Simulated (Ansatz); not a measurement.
P under changes of volume

One of the cells (132.548 Å³/atom); the others are scaled copies at fixed shape and fractional positions:

```
CELL_PARAMETERS angstrom
3.28373 0.00000 0.00000
0.00000 34.85703 0.00000
0.00000 0.00000 4.63208
ATOMIC_POSITIONS crystal
P 0.50000 0.97026 0.90785
P 0.50000 0.02974 0.09215
P 0.00000 0.02974 0.40785
P 0.00000 0.97026 0.59215
```

```yaml
Program: Ansatz 0.2.0
Functional: LDA
Potentials_or_basis: all-electron LAPW, scalar-relativistic
Cutoff: 224 eV (chosen from the basis error)
Basis_error_allowed: 0.002 eV/atom
k_mesh: 8 × 1 × 6
Occupations: fermi-dirac, width 0.05 eV
Spin: no spin polarisation
```

```tsv
volume (Å³/atom)	energy over the lowest point (meV/atom)	gap on the mesh (eV)	largest force (eV/Å)
124.595	8.60	0.79	0.670
127.246	2.04	0.82	0.472
129.897	0.00	0.84	0.299
132.548	2.03	0.85	0.174
135.199	7.68	0.86	0.175
137.850	16.59	0.87	0.280
140.501	?	?	?
```

Problem. What does the run at 140.501 Å³/atom give?

Solution. Energy over the lowest point 28.42 meV/atom; gap on the mesh 0.88 eV; largest force 0.405 eV/Å.

Worked out: A Birch-Murnaghan fit of order 3 (a polynomial in V^(-2/3)) to the other rows has its minimum at 129.85 Å³/atom with B0 = V·E''(V) = 12.0 GPa and B' = 4.4 at fixed shape and positions, which overstates the stiffness. It gives 28.41 meV/atom at 140.501 Å³/atom, against the run's 28.42. A parabola through the other rows of the gap, of slope -0.0556 eV per unit of ln V there, extrapolates to 0.87 eV, against the run's 0.88.

Energies are extrapolated to zero smearing.

A mesh can miss the band edges.
